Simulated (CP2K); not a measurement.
Runs of CP2K 2026.2 on FeO (Wuestite). It takes space group Fm-3m (No. 225, cubic). The conventional cell has a = 4.311 Å, b = 4.311 Å, c = 4.311 Å, α = 90.00°, β = 90.00°, γ = 90.00°. Around Fe (site symmetry m-3m) lie 6 O at 2.16 Å. Around O (site symmetry m-3m) lie 6 Fe at 2.16 Å. 

```tsv
task	level	potentials or basis	smearing	EPS_DEFAULT	MIXING METHOD	MIXING ALPHA	NBUFFER	NGRIDS	gap on the mesh (eV)	pressure (GPa)	moment (μB)	V0 of scaled cells (Å³/atom)	B0 (GPa)
equation of state	PBEsol	POTENTIAL_UZH Fe GTH-PBE-q16, O GTH-PBE-q6; TZVP-MOLOPT-PBE-GTH basis	fermi-dirac 0.01 eV	1.0E-9	BROYDEN_MIXING	0.2	10	5	-	-	-	9.62	209
single point	PBE	POTENTIAL_UZH Fe GTH-PBE-q16, O GTH-PBE-q6; TZVP-MOLOPT-PBE-GTH basis	fermi-dirac 0.05 eV	1.0E-10	BROYDEN_MIXING	0.2	10	5	none	0.3	4.00	-	-
equation of state	PBE	POTENTIAL_UZH Fe GTH-PBE-q16, O GTH-PBE-q6; TZVP-MOLOPT-PBE-GTH basis	fermi-dirac 0.05 eV	1.0E-10	BROYDEN_MIXING	0.2	10	5	-	-	-	(b)	185
band structure	LDA	GTH_POTENTIALS Fe GTH-PADE-q16, O GTH-PADE-q6; TZVP-MOLOPT-PBE-GTH basis	fermi-dirac 0.05 eV	1.0E-9	BROYDEN_MIXING	0.2	10	5	none	-15.2	4.00	-	-
band structure	PBEsol	POTENTIAL_UZH Fe GTH-PBE-q16, O GTH-PBE-q6; TZVP-MOLOPT-PBE-GTH basis	fermi-dirac 0.1 eV	1.0E-9	BROYDEN_MIXING	0.2	10	4	none	-7.4	4.00	-	-
band structure	PBE	POTENTIAL_UZH Fe GTH-PBE-q16, O GTH-PBE-q6; TZVP-MOLOPT-PBE-GTH basis	fermi-dirac 0.05 eV	1.0E-9	BROYDEN_MIXING	0.2	10	5	none	0.4	4.00	-	-
band structure	r2SCAN	POTENTIAL_UZH Fe GTH-SCAN-q16, O GTH-SCAN-q6; TZVP-MOLOPT-SCAN-GTH basis	fermi-dirac 0.0259 eV	1.0E-10	BROYDEN_MIXING	0.2	10	5	none	(c)	4.00	-	-
equation of state	PBEsol	POTENTIAL_UZH Fe GTH-PBE-q16, O GTH-PBE-q6; TZVP-MOLOPT-PBE-GTH basis	fermi-dirac 0.1 eV	1.0E-9	PULAY_MIXING	0.4	6	5	-	-	-	9.63	(a)
```

Alike in all rows: spin collinear, ferromagnetic start; cell as given; k mesh 11 × 11 × 11.

Q: Estimate the missing entries.

A: (a) 207; (b) 10.03; (c) -6.7.

Caveats: the basis of atomic orbitals isn't converged, which shifts pressures, moduli and gaps; a cell with one magnetic atom can't hold antiferromagnetic order, which such compounds often take (some runs); semilocal functionals often make such compounds metallic where correlation or magnetic order opens a gap, which also shifts bond lengths (some runs); the potentials were made for another functional, which shifts forces and pressure (some runs); so large a pressure means that the cell lies far from this level's equilibrium, or that cutoff or potentials fall short (some runs).

A k mesh can miss the band edges.

A gap of «none» marks a metal or a gap under the smearing width.

Not every run made on this cell is shown here.
